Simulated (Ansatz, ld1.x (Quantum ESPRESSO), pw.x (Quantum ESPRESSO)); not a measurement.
scandium: one change to the ultrasoft potential, in the atom and in the fcc crystal

* Element: scandium (Sc)
* Generator: ld1.x (Quantum ESPRESSO) 7.5
* Type: ultrasoft
* Functional: PBE
* Relativity: scalar-relativistic
* Frozen core: [Ne]
* Valence charge: 11
* Reference configuration: 3s2 3p6 3d1 4s1 4p1
* Partial waves: 3s (bound): rcut 1.75, rcutus 1.85 bohr; 4s (bound): rcut 1.75, rcutus 1.85 bohr; 3p (bound): rcut 1.60, rcutus 1.95 bohr; 4p (bound): rcut 1.60, rcutus 1.95 bohr; 3d (bound): rcut 2.20, rcutus 2.85 bohr; 3d channel at 3.05 Ry: rcut 2.20, rcutus 2.85 bohr
* Local potential: all-electron potential smoothed inside 2.45 bohr (lloc = -1)
* Core correction: a·sin(br)/r model core inside 1.10 bohr
* Augmentation charge: PSQ, inside the norm-conserving radii

Change: all radii but the core radius scaled by about 1.09 (s 2.02, p 2.14, d 3.12 bohr, rcut 1.92/1.76/2.40); local potential all-electron potential smoothed inside 2.68 bohr (lloc = -1).

Cutoffs, loose and tight: the cutoffs (Ry, on a coarse ladder) from which the occupation-weighted sum of valence levels, in a spherical-Bessel basis at the reference potential, stays within 10 and 1 mRy of its value at 400 Ry. They do not see the model core or the augmentation charge, which bear on the density cutoff. Test errors are all-electron minus pseudo excitation energies from the reference, over the configurations 3s2 3p6 3d1 4s2 4p0; 3s2 3p6 3d1 4s1 4p0; 3s2 3p6 3d1 4s0 4p0; 3s2 3p5 3d1 4s2 4p0; 3s2 3p6 3d1 4s0 4p2; 3s2 3p6 3d2 4s1 4p0; 3s1 3p6 3d1 4s2 4p0; variants that change the core or the reference have their own tests.

Crystal test: fcc Sc in pw.x 7.5, no spin, 12³ k-points, Fermi–Dirac smearing 0.01 Ry, cutoffs set for each file from its atomic test. The reference is all-electron LAPW (Ansatz 0.2.0) with the same functional, mesh and smearing; V0 and B0 come from Birch–Murnaghan fits to the pressures at five volumes. Errors are pseudo minus all-electron; Δ is the rms difference of the E(V) curves that follow from these fits, minima aligned, over ±6 % about the mean V0. Mesh and smearing are coarse, so the numbers serve the comparison and aren't converged zero-temperature values; the lattice is a test structure that the element need not adopt.

All-electron: a0 = 4.633 Å (V0 = 24.86 Å³/atom), B0 = 50.8 GPa.

**Question.** Does the change bring the crystal closer to the all-electron result?

**Answer.** The mean pressure error goes from +2.10 to +6.36 GPa, so the change moves the solid further from the all-electron pressures.

```tsv
quantity	base	changed
outcome (atom)	generated	generated
cutoff, loose (atom)	30 Ry	25 Ry
cutoff, tight (atom)	40 Ry	35 Ry
bound ghosts (atom)	none	none
largest test error (meV) (atom)	+117	test run stopped at test 1 of 7 (negative rho)
cutoffs in pw.x (Ry)	50/400	45/360
a0 (Å)	4.693	–
a0 error (%)	+1.29	–
B0 error (%)	+0.5	–
Δ (meV/atom)	10.8	–
mean pressure error (GPa)	+2.10	+6.36
```

A dash: not determined, or the minimum lies outside the volumes sampled.

Base: This is a poor potential for the solid. Changed file: This is a poor potential for the solid. Atomic configuration tests: test run stopped at test 1 of 7 (negative rho).
